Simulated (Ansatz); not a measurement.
Relaxed bulk Al$_{2}$Ru:

```cif
data_structure
_symmetry_space_group_name_H-M 'I4/mmm'
_symmetry_Int_Tables_number 139
_cell_length_a 3.1214
_cell_length_b 3.1214
_cell_length_c 8.4231
_cell_angle_alpha 90.000
_cell_angle_beta 90.000
_cell_angle_gamma 90.000
_cell_volume 82.07
loop_
_atom_site_label
_atom_site_type_symbol
_atom_site_symmetry_multiplicity
_atom_site_Wyckoff_symbol
_atom_site_fract_x
_atom_site_fract_y
_atom_site_fract_z
_atom_site_occupancy
Al1 Al 4 e 0.50000 0.50000 0.15908 1
Ru1 Ru 2 a 0.00000 0.00000 0.00000 1
```

Miller indices refer to the conventional cell of I4/mmm (No. 139), a = 3.121 Å, b = 3.121 Å, c = 8.423 Å, α = 90.00°, β = 90.00°, γ = 90.00°.

Consider the (101) slab of 11 planes, 9.7 Å thick with 15 Å of vacuum as cut; outer planes Al (top) and Al (bottom), all atoms relaxed.

All numbers below come from DFT PBEsol, scalar-relativistic, plane waves, PAW (Ansatz). Cutoff 420 eV; k points 12×8×1 on the computed 11-atom cell (Γ-centred); Gaussian smearing, width 0.10 eV; no spin polarisation. The cell repeats along c with a dipole correction in the vacuum.

The slab isn't stoichiometric (Al8Ru3), so its surface energy depends on the chemical potentials; it is given with the excess atoms taken from the element's standard state, a limit at which the compound may itself be unstable, so the figure can be too low.

(1) Estimate the surface energy with the excess atoms taken from the elements.

(2) Estimate the work function.

(3) The top two planes lie 0.931 Å apart in the bulk. How does relaxation change this?

Answers

(1) 1.90 J/m².

(2) 4.22 eV.

(3) The spacing becomes 0.737 Å (-20.8 %).